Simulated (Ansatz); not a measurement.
## As under changes of volume

One of the cells (21.530 Å³/atom); the others are scaled copies at fixed shape and fractional positions:

```
As
1.0
     1.88080    1.08588    3.51406
    -1.88080    1.08588    3.51406
     0.00000   -2.17176    3.51406
As
2
Direct
  0.22600 0.22600 0.22600
  0.77400 0.77400 0.77400
```

* Program: Ansatz 0.2.0
* Functional: PBEsol
* Potentials or basis: all-electron LAPW, scalar-relativistic
* Cutoff: 315 eV (chosen from the basis error)
* Basis error allowed: 0.0005 eV/atom
* k mesh: 9 × 9 × 9
* Occupations: fermi-dirac, width 0.05 eV
* Spin: no spin polarisation

```csv
volume (Å³/atom),energy over the lowest point (meV/atom),pressure (GPa),largest force (eV/Å)
20.239,23.14,5.8,0.819
20.669,10.46,3.7,0.658
21.100,2.91,1.9,0.508
21.530,0.00,0.3,0.368
21.961,1.27,-1.2,0.236
22.392,?,?,?
22.822,14.80,-3.7,0.004
```

Problem. What does the run at 22.392 Å³/atom give?

Solution. Energy over the lowest point 6.33 meV/atom; pressure -2.5 GPa; largest force 0.112 eV/Å.

Worked out: A Birch-Murnaghan fit of order 3 (a polynomial in V^(-2/3)) to the other rows has its minimum at 21.61 Å³/atom with B0 = V·E''(V) = 77 GPa and B' = 4.1 at fixed shape and positions, which overstates the stiffness. It gives 6.34 meV/atom at 22.392 Å³/atom, against the run's 6.33, and -dE/dV = -2.5 GPa, against -2.5.

Energies are extrapolated to zero smearing.
